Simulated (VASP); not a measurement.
A run of VASP 6.6.1 is set up as follows.

The input INCAR:

```
SYSTEM = Ca
PREC = Accurate
ENCUT = 520
EDIFF = 1E-6
ISMEAR = -1
SIGMA = 0.1
LREAL = .FALSE.
LASPH = .TRUE.
NELM = 100
ALGO = Normal
ISIF = 2
LWAVE = .FALSE.
LCHARG = .FALSE.
GGA = B5
ALDAX = 1.0
AGGAX = 1.0
AGGAC = 1.0
ALDAC = 0.0
NBANDS = 17
```

The input KPOINTS:

```
Automatic mesh
0
G
  11 11 6
  0 0 0
```

POSCAR

```
Ca
1.0
    3.9737149658      0.0000000000      0.0000000000
   -1.9868574829      3.4413381078      0.0000000000
    0.0000000000      0.0000000000      6.5204780682
Ca
2
Direct
    0.3333333333      0.6666666667      0.2500000000
    0.6666666667      0.3333333333      0.7500000000
```

Potentials or basis: VASP PAW PBE potentials, release 64 (Ca_sv).

Launch:

```console
$ cat potpaw_PBE.64/Ca_sv/POTCAR > POTCAR
$ mpirun -np 1 vasp_std > vasp.out
```

(1) Predict the pressure.

(2) Estimate the band gap on the k mesh.

Results:

(1) -0.6 GPa.

(2) none (metal or under the smearing width).

Caveat: the PAW data sets were made with another functional, which shifts forces and pressure a little.
